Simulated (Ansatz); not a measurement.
# ZrSe2: the cost of one run

Method: DFT PBE+D3(BJ), scalar-relativistic, plane waves, PAW, in Ansatz 0.2.0.

That is the level of the relaxation; later steps name their own.

2 further runs of the same task are left out: 2 set aside as unsound or not needed.

## 1. The starting structure

The structure is trigonal, space group P-3m1 (No. 164). The conventional cell has a = 3.735 Å, b = 3.735 Å, c = 6.032 Å, α = 90.00°, β = 90.00°, γ = 120.00°. Zr (site symmetry -3m) has 6 Se at 2.68 Å as nearest neighbours. Se (site symmetry 3m) has 3 Zr at 2.68 Å as nearest neighbours.

Structure file:

```xyz
3
Lattice="3.7354 0.0000 0.0000 -1.8677 3.2350 0.0000 0.0000 0.0000 6.0322" Properties=species:S:1:pos:R:3 pbc="T T T"
Zr    0.0000    0.0000    0.0000
Se    1.8677    1.0783    4.4337
Se    0.0000    2.1566    1.5985
```

It is the result of an earlier relaxation at this level (volume 24.30 Å³/atom; gap on the mesh: none (metal)).

## 2. Levels with PBE+D3(BJ) on the hybrid's mesh

The input, input.yaml:

```yaml
crystal:
  lattice:
    - [3.7354124267, -2.8e-09, 0.0]
    - [-1.8677062109, 3.2349620565, 0.0]
    - [0.0, 0.0, 6.032218473]
  atoms:
    - { symbol: Zr, position: [0.0, 0.0, 0.0] }
    - { symbol: Se, position: [0.6666666667, 0.3333333333, 0.7349995636] }
    - { symbol: Se, position: [0.3333333333, 0.6666666667, 0.2650004364] }
basis:
  ecutwfc: 420
kpoints:
  mp_grid: { grid: [6, 6, 4] }
  band_path:
    path:
      - [0.0, 0.0, 0.0]
      - [0.5, 0.0, 0.0]
      - [0.3333333333, 0.3333333333, 0.0]
      - [0.0, 0.0, 0.5]
      - [0.5, 0.0, 0.5]
      - [0.3333333333, 0.3333333333, 0.5]
      - [0.0, 0.46666667, -0.5]
    npoints: 1
hamiltonian:
  xc: pbe
  dispersion: d3bj
scf:
  occupations: { method: gaussian, width: 0.1 }
  n_extra_bands: 4
output:
  forces: true
  stress: true
  eigenvalues: true
```

Run with:

```console
> ansatz run input.yaml --threads 2 --pin off --max-ram 5120MiB --backend cpu --events-out ev --progress --plain --runs-dir out
```

What time and memory should one allow on 2 threads of Arm Neoverse V2, shared host?

About 1.5 s, with a peak of 0.36 GiB.
